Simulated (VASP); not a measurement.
Crystal: LiH.

```xyz
4
Lattice="2.7801 0.0000 0.0000 -1.3901 2.4076 0.0000 0.0000 0.0000 4.8852" Properties=species:S:1:pos:R:3 pbc="T T T"
Li    0.0000    0.0000    0.0000
Li    0.0000    0.0000    2.4426
H     1.3901    0.8025    1.2213
H     0.0000    1.6051    3.6639
```

The cell was built by a generator and needn't be a form met in nature.

- Program: VASP 6.6.1
- Task: single point
- Functional: PBE
- Potentials or basis: VASP PAW PBE potentials, release 64 (Li_sv, H)
- Cutoff: 520 eV
- k mesh: 11 × 11 × 6
- Occupations: fermi-dirac, width 0.05 eV
- Spin: no spin polarisation

On this cell: largest force under 0.003 eV/Å; band gap on the k mesh 4.44 eV, indirect (least direct gap 4.93 eV).

The same run follows on a disturbed copy (atoms moved at random, drawn with an rms of 0.05 Å):

```
CELL_PARAMETERS angstrom
2.78011 0.00000 0.00000
-1.39006 2.40765 0.00000
0.00000 0.00000 4.88519
ATOMIC_POSITIONS crystal
Li 0.99719 0.00796 0.00085
Li 0.01965 0.00752 0.47914
H 0.66885 0.32702 0.25290
H 0.33281 0.66224 0.74830
```

Task: What does the disturbed cell give?

Result: The energy moves by +7.8 meV/atom; largest force 0.550 eV/Å; band gap on the k mesh 4.14 eV, indirect (least direct gap 4.76 eV).

Forces in eV/Å, atoms in the order of the input:
```
Li   0.005 -0.036 -0.415
Li  -0.016 -0.041  0.548
H    0.006  0.050 -0.129
H    0.005  0.027 -0.004
```

Caveats: an odd mesh through Γ misses points on the zone boundary, where band edges often lie.
